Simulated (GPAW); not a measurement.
Runs of GPAW 26.7.0 on BaTiO3. Symmetry: Pm-3m, No. 221, cubic system. Conventional cell: a = 4.006 Å, b = 4.006 Å, c = 4.006 Å, α = 90.00°, β = 90.00°, γ = 90.00°. Ba (site symmetry m-3m) is surrounded by 12 O at 2.83 Å. Ti (site symmetry m-3m) has 6 O at 2.00 Å as nearest neighbours. O (site symmetry 4/mmm) is surrounded by 2 Ti at 2.00 Å. 

```csv
task,level,potentials or basis,band path,band points,gap on the mesh (eV),pressure (GPa),V0 of scaled cells (Å³/atom),B0 (GPa)
band structure,PBEsol,"PAW data sets generated in the run's folder for this functional, pw","GXMGRX,MR",80,1.79,(b),-,-
band structure,PBE,"GPAW PAW data sets (gpaw-data 1.2.1), pw","GXMGRX,MR",80,1.84,3.0,-,-
equation of state,PBE,"GPAW PAW data sets (gpaw-data 1.2.1), pw",-,-,-,-,13.10,162
single point,PBE,"GPAW PAW data sets (gpaw-data 1.2.1), pw",-,-,1.84,3.0,-,-
equation of state,LDA,"the program's PAW data sets (release 1.2.1) made for this functional, pw",-,-,-,-,12.31,(a)
```

Alike in all rows: no spin polarisation; cell as given; k mesh 7 × 7 × 7; cutoff (eV) 800; smearing fermi-dirac 0.05 eV.

Q: Fill in the values left out.

A: (a) 194; (b) -3.1.

Caveats: spin-orbit coupling is left out, which moves the levels of the heavy elements (some runs); an odd mesh through Γ misses points on the zone boundary, where band edges often lie (some runs).

A k mesh can miss the band edges, and the runs leave out spin-orbit coupling on Ba.
